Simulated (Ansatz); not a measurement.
# CdS: energy and pressure over a range of volumes

The task here is to estimate one member of a computed series from the others.

The COD entry's cell or inner coordinates are ideal or old and differ from later refinements, so a difference from it is no clean test against experiment.

Program: Ansatz 0.2.0. Level of theory: DFT PBE, scalar-relativistic. These are calculated values, not measurements.

### The system as given

The structure is cubic, space group F-43m (No. 216). The conventional cell has a = 5.820 Å, b = 5.820 Å, c = 5.820 Å, α = 90.00°, β = 90.00°, γ = 90.00°. Around Cd (site symmetry -43m) lie 4 S at 2.52 Å. S (site symmetry -43m) has 4 Cd at 2.52 Å as nearest neighbours.

Structure file:

```xyz
2
Lattice="0.0000 2.9100 2.9100 2.9100 0.0000 2.9100 2.9100 2.9100 0.0000" Properties=species:S:1:pos:R:3 pbc="T T T"
Cd    0.0000    0.0000    0.0000
S     4.3650    4.3650    4.3650
```

The cell is a deposited one (Crystallography Open Database entry 1011260); the temperature and pressure of the measurement aren't taken into account, and nothing was relaxed.

Atoms are numbered in the order of the input: Cd1, S2.

Set-up of the first run:

Contents of input.yaml:

```yaml
crystal:
  lattice:
    - [0.0, 2.8706708545, 2.8706708545]
    - [2.8706708545, 0.0, 2.8706708545]
    - [2.8706708545, 2.8706708545, 0.0]
  atoms:
    - { symbol: Cd, position: [0.0, 0.0, 0.0] }
    - { symbol: S, position: [0.75, 0.75, 0.75] }
kpoints:
  mp_grid: { grid: [8, 8, 8] }
scf:
  occupations: { method: fermi_dirac, width: 0.01 }
hamiltonian:
  xc: pbe
  pseudopotentials: { kind: all_electron, lapw: { basis_error: 0.001 } }
output:
  forces: true
  stress: true
  eigenvalues: true
```

Steps of the session up to this table: Volume × 0.96, LAPW; Volume × 0.96, PAW; Volume × 0.96, crystal datasets; Volume × 0.98, LAPW; Volume × 0.98, PAW; Volume × 1.02, LAPW; Volume × 1.02, PAW; Volume × 1.04, LAPW; Volume × 1.04, PAW; Volume × 1.04, crystal datasets.

One table of the session follows, with a row left open; its other results are not shown here.

It belongs to the step «The equation of state». 

| method | volume (Å³/atom) | pressure (GPa) | gap on the k mesh (eV) |
| --- | --- | --- | --- |
| LAPW | 23.656 | 6.37 | 1.25 |
| LAPW | 24.149 | 4.77 | 1.20 |
| LAPW | 24.642 | 3.33 | 1.16 |
| LAPW | 25.135 | 2.04 | 1.12 |
| LAPW | 25.628 | 0.87 | 1.08 |
| PAW | 23.656 | ? | ? |
| PAW | 24.149 | 4.73 | 1.20 |
| PAW | 24.642 | 3.30 | 1.16 |
| PAW | 25.135 | 2.01 | 1.12 |
| PAW | 25.628 | 0.84 | 1.08 |
| crystal datasets | 23.656 | 6.37 | 1.25 |
| crystal datasets | 24.642 | 3.33 | 1.16 |
| crystal datasets | 25.628 | 0.87 | 1.08 |

Q: Estimate the row for PAW, 23.656 from the others.

The run gave: pressure (GPa): 6.33; gap on the k mesh (eV): 1.24. In the column «pressure (GPa)» it lies between LAPW, 24.149 (4.77) and LAPW, 23.656 (6.37).

To keep in mind: Warnings in the runs' records: gradients without spin orbit, crystal datasets made.
